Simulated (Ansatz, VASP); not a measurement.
HgTe (Coloradoite) in VASP and in Ansatz

Contents of INCAR:

```
PREC = Accurate
ENCUT = 520
EDIFF = 1E-6
ISMEAR = 0
SIGMA = 0.024
LREAL = F
LASPH = T
NELM = 100
ALGO = Normal
ISIF = 2
LWAVE = F
LCHARG = T
GGA = PE
LELF = T
LVHAR = T
NBANDS = 16
```

KPOINTS

```
regular mesh
0
Gamma
  7 7 7
```

POSCAR

```
HgTe
1.0
    0.0000000000      3.2145000000      3.2145000000
    3.2145000000      0.0000000000      3.2145000000
    3.2145000000      3.2145000000      0.0000000000
Hg Te
1 1
Direct
    0.0000000000      0.0000000000      0.0000000000
    0.7500000000      0.7500000000      0.7500000000
```

File input.yaml:

```yaml
crystal:
  lattice:
    - [0.0, 3.2145, 3.2145]
    - [3.2145, 0.0, 3.2145]
    - [3.2145, 3.2145, 0.0]
  atoms:
    - { symbol: Hg, position: [0.0, 0.0, 0.0] }
    - { symbol: Te, position: [0.75, 0.75, 0.75] }
kpoints:
  mp_grid: { grid: [7, 7, 7] }
scf:
  occupations: { method: gaussian, width: 0.024 }
hamiltonian:
  xc: pbe
  pseudopotentials: { kind: all_electron, lapw: { basis_error: 0.001 } }
output:
  forces: true
  stress: true
  eigenvalues: true
```

Alike in both runs: task single point; functional PBE; k mesh 7 × 7 × 7; occupations gaussian, width 0.024 eV; no spin polarisation.

|  | VASP | Ansatz |
| --- | --- | --- |
| version | VASP 6.6.1 | Ansatz 0.2.0 |
| potentials or method | VASP PAW PBE potentials, release 64 (Hg, Te) | all-electron LAPW, scalar-relativistic |
| plane-wave cutoff (eV) | 520 | see its input |

```csv
,VASP,Ansatz,Ansatz less VASP
gap on the k mesh at the Fermi level (eV),none,none,-
pressure (GPa),4.6,4.6,-0.07
```

A gap of «none» marks a metal or a gap that the smearing closes. Ansatz ran all-electron here, so the differences hold the error of VASP's frozen core and of both bases.

Spin-orbit coupling is left out, which matters for the levels of Hg, Te.
